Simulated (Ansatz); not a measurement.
Molecular dynamics on a 1×1×1 supercell (3 atoms) of MoTe₂ (CdCl2 type), relaxed with r2SCAN+rVV10. Forces come from PBE in the PAW code Ansatz: a Nosé-Hoover thermostat at fixed volume, 1000 K, steps of 3 fs. Computed, non-magnetic; the trajectory is short and the cell small, so nothing here is a converged average. The structure comes from a prototype and may be hypothetical.

```yaml
crystal:
  lattice:
    - [1.7509539888, 1.0109137567, 7.0687660149]
    - [-1.7509539888, 1.0109137567, 7.0687660149]
    - [0.0, -2.0218275135, 7.0687660149]
  atoms:
    - { symbol: Mo, position: [0.0, 0.0, 0.0] }
    - { symbol: Te, position: [0.2465646676, 0.2465646676, 0.2465646676] }
    - { symbol: Te, position: [0.7534353324, 0.7534353324, 0.7534353324] }
kpoints:
  mp_grid: { grid: [4, 4, 4] }
hamiltonian:
  xc: pbe
scf:
  occupations: { method: fermi_dirac, width: 0.086 }
md:
  ensemble: nvt_nose_hoover
  temperature: 1000
  timestep: 3.0
  n_steps: 40
  initial_velocities: maxwell_boltzmann
  seed: 5857
```

Command: `ansatz run input.yaml --threads 4 --pin off --max-ram 3686MiB --backend cpu --events-out ev --progress --plain --runs-dir out`.

Task: It ran on 4 threads of Arm Neoverse N1, with other jobs on the host. About how long did it take, and how much host memory at the peak?

Result: About 68 s, with a peak of 0.41 GiB.

```tsv
step	t (fs)	T (K)	free energy F from step 0 (meV/atom)	kinetic energy (meV/atom)	largest force (eV/Å)
0	0	1000	0.0	86.2	0.34
1	3	985	1.3	84.9	0.45
2	6	953	4.1	82.1	0.57
3	9	907	8.1	78.1	0.68
4	12	849	13.1	73.2	0.80
5	15	783	18.9	67.4	0.94
6	18	711	25.1	61.3	1.08
7	21	639	31.5	55.0	1.21
8	24	568	37.7	48.9	1.32
9	27	502	43.5	43.3	1.40
10	30	444	48.7	38.3	1.46
11	33	395	53.1	34.1	1.49
12	36	357	56.6	30.8	1.51
13	39	330	59.1	28.4	1.49
14	42	314	60.8	27.0	1.46
15	45	307	61.6	26.5	1.42
16	48	309	61.7	26.6	1.36
17	51	317	61.3	27.4	1.29
18	54	331	60.5	28.5	1.22
19	57	347	59.6	29.9	1.15
20	60	365	58.6	31.5	1.09
21	63	383	57.6	33.0	1.03
22	66	401	56.8	34.5	0.99
23	69	417	56.1	35.9	0.96
24	72	431	55.7	37.1	0.96
25	75	444	55.6	38.2	0.96
26	78	455	55.6	39.2	0.96
27	81	465	55.8	40.1	0.96
28	84	475	56.2	40.9	0.95
29	87	485	56.6	41.8	0.94
30	90	494	57.2	42.6	0.94
31	93	505	57.7	43.5	0.93
32	96	516	58.3	44.5	0.93
33	99	528	58.9	45.5	0.98
34	102	542	59.5	46.7	1.02
35	105	558	60.1	48.1	1.05
36	108	575	60.7	49.5	1.07
37	111	593	61.2	51.1	1.09
38	114	613	61.8	52.8	1.10
39	117	634	62.5	54.6	1.11
40	120	656	63.2	56.6	1.10
```

The temperature starts at 1000 K, is lowest at step 15 (307 K, 45 fs) and ends at 656 K. The thermostat hasn't had time to restore it. The atoms start on their lattice sites with kinetic energy alone, so much of it first passes into potential energy. By the last step the atoms have moved 0.16 Å in the root mean square, the drift of the whole cell taken out, 0.21 Å at most.

Positions (Å) and forces (eV/Å) at step 40:
```
Mo   0.011  -0.048  -0.012     0.073   0.351   0.044
Te   0.137  -0.055   5.122    -0.609   0.110   0.804
Te  -0.145   0.091  16.093     0.536  -0.461  -0.848
```
